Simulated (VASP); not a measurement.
# Sb (Fm-3m) in VASP: further runs

Runs on Sb. Level: r2SCAN. Tasks: single point.

Program: VASP 6.6.1. These are calculated values, not measurements. Logs are shortened: lines on timing, memory, paths and dates and some standing lists are left out, and cuts for length are marked.

**1. The crystal as given**

It takes space group Fm-3m (No. 225, cubic). Conventional cell: a = 4.742 Å, b = 4.742 Å, c = 4.742 Å, α = 90.00°, β = 90.00°, γ = 90.00°. Around Sb (site symmetry m-3m) lie 12 Sb at 3.35 Å.

This isn't the form of Sb at room conditions, which is rhombohedral.

**2. Single point, r2SCAN**

INCAR

```
SYSTEM = Sb
  PREC = Accurate
  ENCUT = 700
  EDIFF = 1E-6
  ISMEAR = 0
  SIGMA = 0.05
  LREAL = .FALSE.
  LASPH = .TRUE.
  NELM = 100
  ALGO = Normal
  ISIF = 2
  LWAVE = .FALSE.
  LCHARG = .FALSE.
  METAGGA = R2SCAN
  LMIXTAU = .TRUE.
  NBANDS = 8
  ADDGRID = .FALSE.
```

KPOINTS

```
regular mesh
0
G
  3 3 3
  0 0 0
```

POSCAR

```
Sb
1.0
    0.0000000000      2.3712425216      2.3712425216
    2.3712425216      0.0000000000      2.3712425216
    2.3712425216      2.3712425216      0.0000000000
Sb
1
Direct
    0.0000000000      0.0000000000      0.0000000000
```

Potentials or basis: VASP PAW PBE potentials, release 64 (Sb).

On the command line:

```
$ cat potpaw_PBE.64/Sb/POTCAR > POTCAR
$ mpirun -np 1 vasp_std > vasp.out
```

OUTCAR:

```text
SYSTEM = Sb
   PREC = Accurate
   ENCUT = 700
   EDIFF = 1E-6
   ISMEAR = 0
   LREAL = .FALSE.
   LASPH = .TRUE.
   NELM = 100
   ISIF = 2
   METAGGA = R2SCAN

 Found      4 irreducible k-points:

 Following reciprocal coordinates:
            Coordinates               Weight
  0.000000  0.000000  0.000000      1.000000
  0.333333  0.000000  0.000000      8.000000
  0.333333  0.333333  0.000000      6.000000
 -0.333333  0.333333  0.000000     12.000000
   k-points           NKPTS =      4   k-points in BZ     NKDIM =      4   number of bands    NBANDS=      8
   number of dos      NEDOS =    301   number of ions     NIONS =      1
   total plane-waves  NPLWV =  27000
   dimension x,y,z NGX =    30 NGY =   30 NGZ =   30
   dimension x,y,z NGXF=    60 NGYF=   60 NGZF=   60
   ions per type =               1
   NGX,Y,Z   is equivalent  to a cutoff of  14.87, 14.87, 14.87 a.u.
   NGXF,Y,Z  is equivalent  to a cutoff of  29.74, 29.74, 29.74 a.u.
 SYSTEM =  Sb
   PREC   = accura    normal or accurate (medium, high low for compatibility)
   ISTART =      0    job   : 0-new  1-cont  2-samecut
   ICHARG =      2    charge: 1-file 2-atom 10-const
   ISPIN  =      1    spin polarized calculation?
   LNONCOLLINEAR =      F non collinear calculations
   LSORBIT =      F    spin-orbit coupling
   LASPH  =      T    aspherical Exc in radial PAW
   ENCUT  =  700.0 eV  51.45 Ry    7.17 a.u.   7.23  7.23  7.23*2*pi/ulx,y,z
   NELM   =    100;   NELMIN=  2; NELMDL= -5     # of ELM steps
   EDIFF  = 0.1E-05   stopping-criterion for ELM
   LREAL  =      F    real-space projection
   EDIFFG = 0.1E-04   stopping-criterion for IOM
   NSW    =      0    number of steps for IOM
   IBRION =     -1    ionic relax: 0-MD 1-quasi-New 2-CG
   NFREE  =      0    steps in history (QN), initial steepest desc. (CG)
   ISIF   =      2    stress and relaxation
   ISYM   =      2    0-nonsym 1-usesym 2-fastsym
   POTIM  = 0.5000    time-step for ionic-motion
   TEBEG  =    0.0;   TEEND  =   0.0 temperature during run
   PSTRESS=    0.0 pullay stress
   NELECT =       5.0000    total number of electrons
   NUPDOWN=      -1.0000    fix difference up-down
   EMIN   =  10.00;   EMAX   =-10.00  energy-range for DOS
   EFERMI =   0.00;   METHOD = LEGACY
   ISMEAR =     0;   SIGMA  =   0.05  broadening in eV -4-tet -1-fermi 0-gaus
   EFERMI_NEDOS =   21; number of points for ismear=-14 and -15
   IALGO  =     38    algorithm
   IMIX   =      4    mixing-type and parameters
     AMIX     =   0.40;   BMIX     =  1.00
     AMIX_MAG =   1.60;   BMIX_MAG =  1.00
  volume/ion in A,a.u.               =      26.67       179.95
  Fermi-wavevector in a.u.,A,eV,Ry     =   0.937013  1.770697 11.945820  0.877993
  Thomas-Fermi vector in A             =   2.064081
   LORBIT       =      0    0 simple, 1 ext, 2 COOP (PROOUT), +10 PAW based schemes
   METAGGA = R2SCAN    functional components
   LHFCALC =     F    Hartree Fock is set to
   AEXX    =    0.0000 exact exchange contribution
   IVDW    =     0    specifies the selected vdW correction
   LEPSILON=     F    determine dielectric tensor
   LRPA    =     F    only Hartree local field effects (RPA)
 non-spin polarized calculation
 Gauss-broadening in eV      SIGMA  =   0.05
  energy-cutoff  :      700.00
  volume of cell :       26.67
 maximum number of plane-waves:      1139
 NGX is ok and might be reduce to    30
   NGX = 15   NGY = 15   NGZ = 15

 number of electron       5.0000000 magnetization

 Free energy of the ion-electron system (eV)
  ---------------------------------------------------
  ext. energy  EPLUGINS =         0.00000000
  ---------------------------------------------------
  free energy    TOTEN  =       -25.92122992 eV

  energy without entropy =      -25.91221502  energy(sigma->0) =      -25.91672247

 E-fermi :   9.7895     XC(G=0): -10.8824

 val. band max:        7.1732993836   @ k =   0.3333   0.3333   0.0000
 cond. band min:       9.8182419302   @ k =   0.3333   0.3333   0.0000
 fundamental gap:      2.6449425466
 Fermi energy:         9.7895257580

 k-point     1 :       0.0000    0.0000    0.0000
  band No.  band energies     occupation
      1      -5.0641      2.00000
      2      14.3258      0.00000
      3      14.3258      0.00000
      4      14.3258      0.00000
      5      19.0799      0.00000
      6      19.0799      0.00000
      7      19.0799      0.00000
      8      19.5667      0.00000

 k-point     2 :       0.3333    0.0000    0.0000
  band No.  band energies     occupation
      1      -2.7725      2.00000
      2       5.3673      2.00000
      3      12.8117      0.00000
      4      12.8117      0.00000
      5      17.3465      0.00000
      6      18.8461      0.00000
      7      18.8461      0.00000
      8      20.1127      0.00000

 k-point     3 :       0.3333    0.3333    0.0000
  band No.  band energies     occupation
      1      -1.9711      2.00000
      2       7.1733      2.00000
      3       9.8182      0.41667
      4       9.8182      0.41667
      5      14.0721      0.00000
      6      14.3545      0.00000
      7      25.5163      0.00000
      8      25.6278      0.00000

 k-point     4 :      -0.3333    0.3333    0.0000
  band No.  band energies     occupation
      1       0.2900      2.00000
      2       4.9235      2.00000
      3       4.9710      2.00000
      4      10.5213      0.00000
      5      14.6526      0.00000
      6      21.5924      0.00000
      7      23.0147      0.00000
      8      23.5353      0.00000

------------------------ aborting loop because EDIFF is reached ----------------------------------------

  FORCE on cell =-STRESS in cart. coord.  units (eV):
  Direction    XX          YY          ZZ          XY          YZ          ZX
  --------------------------------------------------------------------------------------
  -------------------------------------------------------------------------------------
  Total        0.0693130      0.0693130      0.0693130      0.0000000      0.0000000     -0.0000000
  in kB        4.1645402      4.1645402      4.1645402      0.0000000      0.0000000     -0.0000000
  external PRESSURE =       4.1645402 kB  Pullay stress =       0.0000000 kB

 VOLUME and BASIS-vectors are now :
 -----------------------------------------------------------------------------
  energy-cutoff  :      700.00
  volume of cell :       26.67
      direct lattice vectors                 reciprocal lattice vectors
     0.000000000  2.371242522  2.371242522    -0.210859916  0.210859916  0.210859916
     2.371242522  0.000000000  2.371242522     0.210859916 -0.210859916  0.210859916
     2.371242522  2.371242522  0.000000000     0.210859916  0.210859916 -0.210859916

 POSITION                                       TOTAL-FORCE (eV/Angst)
 -----------------------------------------------------------------------------------
      0.00000      0.00000      0.00000        -0.000000      0.000000      0.000000
 -----------------------------------------------------------------------------------
    total drift:                                0.000000     -0.000000     -0.000000

  FREE ENERGIE OF THE ION-ELECTRON SYSTEM (eV)
  ---------------------------------------------------
  free  energy   TOTEN  =       -25.9212299201 eV

  energy  without entropy=      -25.9122150182  energy(sigma->0) =      -25.91672247
```

Run time: 21 s. Hardware: 1 thread of Intel Xeon Platinum 8559C (Emerald Rapids), shared host; peak memory 0.17 GiB.

These settings aren't checked as converged: the numbers below hold their error.

What came out:

```
Free energy            : -25.9212 eV
Pressure               : 0.4 GPa
Band gap on the k mesh : none (metal or under the smearing width)
```

Caveat: the k mesh is coarse (spacing up to 0.76 Å⁻¹), so the values aren't converged; the PAW data sets were made with another functional, which shifts forces and pressure a little.

**3. Single point, r2SCAN**

INCAR, as its differences from that of step 2:

```diff
@@ -2,3 +2,3 @@
   PREC = Accurate
-  ENCUT = 700
+  ENCUT = 450
   EDIFF = 1E-6
```

KPOINTS

```
regular mesh
0
G
  4 4 4
  0 0 0
```

POSCAR is that of step 2.

Potentials or basis: VASP PAW PBE potentials, release 64 (Sb).

On the command line:

```
$ cat potpaw_PBE.64/Sb/POTCAR > POTCAR
$ mpirun -np 1 vasp_std > vasp.out
```

Wall time 16 s (1 thread of Intel Xeon Platinum 8559C (Emerald Rapids), shared host); peak memory 0.13 GiB.

These settings aren't checked as converged: the numbers below hold their error.

What came out:

```yaml
Free_energy: -25.2514 eV
Pressure: -0.4 GPa
Band_gap_on_the_k_mesh: none (metal or under the smearing width)
```

Caveat: the k mesh is coarse (spacing up to 0.57 Å⁻¹), so the values aren't converged; the PAW data sets were made with another functional, which shifts forces and pressure a little.

**4. The reference run**

An earlier run on the cell as given: functional PBEsol; potentials or basis VASP PAW PBE potentials, release 64 (Sb); cutoff 520 eV; k mesh 10 × 10 × 10; occupations fermi-dirac, width 0.05 eV; no spin polarisation.

- Pressure: -1.2 GPa
- Band gap on the k mesh: none (metal or under the smearing width)
